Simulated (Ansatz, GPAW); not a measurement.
One calculation of Fe, 3 ways

```
Fe
1.0
    -1.44300    1.44300    1.44300
     1.44300   -1.44300    1.44300
     1.44300    1.44300   -1.44300
Fe
1
Direct
  0.00000 0.00000 0.00000
```

Alike in all runs: task single point; functional PBE; k mesh 13 × 13 × 13; occupations gaussian, width 0.016 eV; collinear spin, ferromagnetic start; no spin-orbit coupling. Pressure is positive in compression and, in plane waves, holds the error of the finite cutoff, which Ansatz's Pulay term estimates and takes out.

```csv
program and potentials,plane-wave cutoff (eV),notes,pressure (GPa),net moment per atom (μB)
"Ansatz, Ansatz PAW",420,16 valence electrons an atom on average,?,?
"GPAW, GPAW PAW data sets (gpaw-data 1.2.1)",600,8 valence electrons an atom on average,-7.98,2.25
"Ansatz, all-electron LAPW, scalar-relativistic",-,-,-9.80,2.24
```

Q: Estimate from the other rows what the run with Ansatz, Ansatz PAW gave.

A: Pressure -9.61 GPa; net moment per atom 2.25 μB. Its pressure holds a Pulay term of +0.09 GPa. The other rows, which needn't bracket it: pressure -9.80 to -7.98; net moment per atom 2.24 to 2.25.
